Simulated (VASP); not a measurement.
A run of VASP 6.6.1 is set up as follows.

The input INCAR:

```
SYSTEM = Pd
ALGO     = Normal         ! electronic algorithm
EDIFF    = 1E-6           ! SCF threshold, eV
ENCUT    = 520            ! plane-wave cutoff, eV
GGA      = PE             ! functional
ISIF     = 2              ! what is computed and relaxed
ISMEAR   = 0              ! smearing method
LASPH    = .TRUE.         ! aspherical terms in the spheres
LCHARG   = .FALSE.        ! write CHGCAR
LREAL    = .FALSE.        ! projectors in reciprocal space
LWAVE    = .FALSE.        ! write WAVECAR
NBANDS   = 28             ! bands
NELM     = 100            ! most SCF steps
PREC     = Accurate       ! precision mode
SIGMA    = 0.1            ! smearing width, eV
```

Contents of KPOINTS:

```
k-points
0
G
  6 4 6
  0 0 0
```

POSCAR

```
Pd
1.0
    3.8372670304      0.0000000000      0.0000000000
    0.0000000000      6.3615083871      0.0000000000
    0.0000000000      0.0000000000      2.8611839450
Pd
4
Direct
    0.0205000000      0.2500000000      0.6348000000
    0.9795000000      0.7500000000      0.3652000000
    0.4795000000      0.7500000000      0.1348000000
    0.5205000000      0.2500000000      0.8652000000
```

Potentials or basis: VASP PAW PBE potentials, release 64 (Pd).

Run with:

```sh
$ cat potpaw_PBE.64/Pd/POTCAR > POTCAR
$ mpirun -np 1 vasp_std > vasp.out
```

Q: Estimate the band gap on the k mesh.

A: None (metal or under the smearing width).

Q: Estimate the largest force.

A: 5.844 eV/Å.

Q: Estimate the pressure.

A: 57.4 GPa.

Forces in eV/Å, atoms in the order of the input:
```
Pd  -0.011  0.000 -5.844
Pd   0.011  0.000  5.844
Pd   0.011  0.000 -5.844
Pd  -0.011  0.000  5.844
```

Caveat: the k mesh is coarse (spacing up to 0.37 Å⁻¹), so the values aren't converged; a pressure of tens of GPa on the cell as given is suspect, and the run, the potentials or the cell itself is likely at fault; forces of over 1 eV/Å show positions far from the minimum, so gaps and moduli don't describe the material at rest.
